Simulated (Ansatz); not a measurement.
The system is HfN.

```
Hf N
1.0
     0.00000    2.45482    2.45482
     2.45482    0.00000    2.45482
     2.45482    2.45482    0.00000
Hf N
1 1
Direct
  0.00000 0.00000 0.00000
  0.25000 0.25000 0.25000
```

The cell comes from a database or a generator and needn't be the stable form of this composition.

Base run:

* Program: Ansatz 0.2.0
* Functional: PBEsol
* Potentials or basis: all-electron LAPW, scalar-relativistic
* Cutoff: 392 eV (chosen from the basis error)
* Basis error allowed: 0.001 eV/atom
* k mesh: 9 × 9 × 9
* Occupations: fermi-dirac, width 0.05 eV
* Spin: no spin polarisation

Its results: pressure -5.0 GPa.

Task: The run is repeated on the same cell with these changes: functional from PBEsol to LDA. What comes out?

Result: Pressure -9.6 GPa.

LDA binds more tightly than PBEsol, so the same cell stands under less pressure.
